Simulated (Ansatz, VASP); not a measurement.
This is a calculation of TiO2 for Ansatz 0.2.0. The cell is a database's computed one, not the measured one.

File input.yaml:

```yaml
crystal:
  lattice:
    - [4.5998373239, 0.0, 0.0]
    - [0.0, 4.5998373239, 0.0]
    - [0.0, 0.0, 2.95921356]
  atoms:
    - { symbol: Ti, position: [0.0, 0.0, 0.5] }
    - { symbol: Ti, position: [0.5, 0.5, 0.0] }
    - { symbol: O, position: [0.30432132, 0.30432132, 0.5] }
    - { symbol: O, position: [0.19567868, 0.80432132, 0.0] }
    - { symbol: O, position: [0.80432132, 0.19567868, 0.0] }
    - { symbol: O, position: [0.69567868, 0.69567868, 0.5] }
hamiltonian:
  xc: pbe
  pseudopotentials: { kind: paw }
  dispersion: d3bj
kpoints:
  mp_grid: { grid: [6, 6, 9] }
scf:
  occupations: { method: fermi_dirac, width: 0.05 }
output:
  forces: true
  stress: true
  write_density: true
  write_potential: true
  elf: true
  volumetric_format: npy
relax:
  f_tol: 0.01
  max_steps: 40
  cell: { stress_tol: 0.05 }
```

Potentials or basis: Ansatz PAW.

Run with:

```console
$ ansatz run input.yaml --threads 2 --pin off --max-ram 5632MiB --backend cpu --events-out ev --progress --plain --runs-dir out
```

**Question.** Translate it to VASP 6.6.1. Potentials or basis there: PBE PAW files O, Ti_sv, 600 eV.

**Answer.** As run (cutoffs and basis follow the program's own potentials, and thresholds, step limits or extra output files can differ):

Contents of INCAR:

```
PREC     = Accurate       # precision mode
ENCUT    = 600            # plane-wave cutoff, eV
EDIFF    = 1E-7           # SCF threshold, eV
ISMEAR   = -1             # smearing method
SIGMA    = 0.05           # smearing width, eV
LREAL    = F              # projectors in reciprocal space
LASPH    = T              # aspherical terms in the spheres
NELM     = 80             # most SCF steps
ALGO     = Fast           # electronic algorithm
ISIF     = 3              # what is computed and relaxed
LWAVE    = F              # write WAVECAR
LCHARG   = F              # write CHGCAR
GGA      = PE             # functional
IVDW     = 12             # dispersion correction
IBRION   = 2              # ionic algorithm
NSW      = 40             # ionic steps
EDIFFG   = -0.005         # ionic threshold
```

The input KPOINTS:

```
Automatic mesh
0
Gamma
  6 6 9
```

File POSCAR:

```
TiO2
1.0
    4.5998373239      0.0000000000      0.0000000000
    0.0000000000      4.5998373239      0.0000000000
    0.0000000000      0.0000000000      2.9592135600
Ti O
2 4
Direct
    0.0000000000      0.0000000000      0.5000000000
    0.5000000000      0.5000000000      0.0000000000
    0.3043213200      0.3043213200      0.5000000000
    0.1956786800      0.8043213200      0.0000000000
    0.8043213200      0.1956786800      0.0000000000
    0.6956786800      0.6956786800      0.5000000000
```

Potentials or basis: VASP PAW PBE potentials, release 64 (Ti_sv, O).

Command:

```console
$ cat potpaw_PBE.64/Ti_sv/POTCAR potpaw_PBE.64/O/POTCAR > POTCAR
$ mpirun -np 1 vasp_std > vasp.out
```

Both were run:

|  | Ansatz | VASP |
| --- | --- | --- |
| Relaxed volume | 10.45 Å³/atom | 10.47 Å³/atom |
| Relaxed cell | a = 4.608 Å, b = 4.608 Å, c = 2.954 Å, α = 90.00°, β = 90.00°, γ = 90.00° | a = 4.609 Å, b = 4.609 Å, c = 2.958 Å, α = 90.00°, β = 90.00°, γ = 90.00° |
| Space group after relaxing | P4_2/mnm (No. 136) | P4_2/mnm (No. 136) |
| Pressure after relaxing | 0.0 GPa | 0.0 GPa |

Ansatz's pressure holds a Pulay term of +0.73 GPa for its cutoff of 420 eV, which the other run lacks.

Where Ansatz's input types no cutoff or centring, it takes its own default and a Γ-centred mesh.

Pressure is positive in compression.
